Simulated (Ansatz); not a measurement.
Input:

```
CELL_PARAMETERS angstrom
      3.53690     0.00000     0.00000
      0.00000     5.71350     0.00000
      0.00000     0.00000    25.21016
ATOMIC_POSITIONS crystal
  In 0.50000 0.02576 0.30888
  N  0.50000 0.37870 0.29704
  In 0.00000 0.49215 0.33431
  N  0.00000 0.86862 0.33821
  In 0.00000 0.99662 0.42130
  N  0.00000 0.37383 0.41842
  In 0.50000 0.49211 0.45822
  N  0.50000 0.87142 0.45992
  In 0.50000 0.99211 0.54178
  N  0.50000 0.37142 0.54008
  In 0.00000 0.49662 0.57870
  N  0.00000 0.87383 0.58158
  In 0.00000 0.99215 0.66569
  N  0.00000 0.36862 0.66179
  In 0.50000 0.52576 0.69112
  N  0.50000 0.87870 0.70296
```

No spin polarisation.

Level of theory: DFT with PBEsol, PAW potentials and a 420 eV plane-wave cutoff in Ansatz (a quantum-chemistry and plane-wave program), no spin-orbit coupling. k-mesh 9×6×1 (Γ-centred); smearing 0.05 eV (Fermi–Dirac). The cell is a slab with vacuum along z.

### Question
Predict the gap character and valence-band top at Γ.

### Answer
The gap character is direct at Γ and the valence-band top at Γ (three highest levels, from the VBM) comes out as 0.00, -0.10, -0.24 eV.

Stability against distortions was not tested. The cell was made from InN in the wurtzite structure (space group P6_3mc, No. 186) by this change: a free-standing slab of 4 layers (16 atoms, 4 a layer) is cut normal to the y axis, with 15 Å of vacuum and the in-plane cell held at bulk. The zero or small gap of InN can change with the level of theory.
